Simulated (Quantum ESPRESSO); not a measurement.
Crystal: ZrB2.

```
Zr B
1.0
     3.17000    0.00000    0.00000
    -1.58500    2.74530    0.00000
     0.00000    0.00000    3.53300
Zr B
1 2
Cartesian
  0.0000 0.0000 0.0000
  1.5850 0.9151 1.7665
  0.0000 1.8302 1.7665
```

Base run:

```yaml
Program: Quantum ESPRESSO 7.5
Functional: PBEsol
Potentials_or_basis: GBRV 1.5 PBEsol
Cutoff: 612 eV
Density_cutoff: 4898 eV
k_mesh: 10 × 10 × 8
Occupations: fermi-dirac, width 0.05 eV
Spin: no spin polarisation
Hubbard_terms: Zr d U = 6 eV
```

Its results: band gap on the k mesh none (metal or under the smearing width); pressure -9.1 GPa.

Q: After a change of settings the same cell gave: band gap on the k mesh none (metal or under the smearing width); pressure -10.9 GPa. Which change was it?
A. hubbard terms from Zr d U = 6 eV to Zr d U = 8 eV
B. potentials or basis from GBRV 1.5 PBEsol to PseudoDojo 0.4.1 SR PBEsol standard; cutoff from 612 eV to 1034 eV; density cutoff from 4898 eV to 4136 eV; hubbard terms from Zr d U = 6 eV to none; hubbard projectors from atomic to none
C. hubbard terms from Zr d U = 6 eV to none; hubbard projectors from atomic to none
D. hubbard terms from Zr d U = 6 eV to Zr d U = 3 eV

A: A.

Caveats: U without spin polarisation on a metal has little footing; the U is typed as a test and isn't derived for this compound.

Not every run made on this cell is shown here.
